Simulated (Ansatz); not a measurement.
The system is MgS.

```
S Mg
1.0
     0.01388    2.86467    2.80608
     2.76187   -0.01636    2.83632
     2.78130    2.91433   -0.03578
S Mg
1 1
Direct
  0.25000 0.25000 0.25000
  0.00000 0.00000 0.00000
```

The cell comes from a database or a generator and needn't be the stable form of this composition.

The cell isn't the ideal one: cell strained at random at fixed volume.

| Item | Value |
| --- | --- |
| Program | Ansatz 0.2.0 |
| Task | relaxation of cell and atoms |
| Functional | PBE |
| Dispersion | D3(BJ) |
| Potentials or basis | Ansatz PAW earlier set |
| Cutoff | 760 eV |
| Density cutoff | 3040 eV |
| k mesh | 8 × 8 × 8 |
| Occupations | fixed |
| Spin | no spin polarisation |

At the start: volume 22.74 Å³/atom.

Task: Where does the relaxation end?

Result: It ends after 5 steps and the volume is 22.27 Å³/atom (-2.1 %); space group F-43m (No. 216, to 0.05 Å).

The path:
| step | energy change (eV) | largest force (eV/Å) | volume (Å³) |
| --- | --- | --- | --- |
| 1 | 0.0000 | 0.1567 | 45.48 |
| 2 | -0.0090 | 0.0757 | 44.81 |
| 3 | -0.0114 | 0.0192 | 44.47 |
| 4 | -0.0117 | 0.0001 | 44.54 |
| 5 | -0.0117 | 0.0001 | 44.54 |

Final structure:
```xyz
2
Lattice="-0.0001 2.8168 2.8151 2.8087 0.0001 2.8149 2.8085 2.8166 0.0002" Properties=species:S:1:pos:R:3 pbc="T T T"
S     1.4042    1.4084    1.4076
Mg    0.0001    0.0000    0.0000
```

Caveat: the plane-wave basis is chosen anew once the cell has moved, so the energies of steps on either side of that aren't comparable.
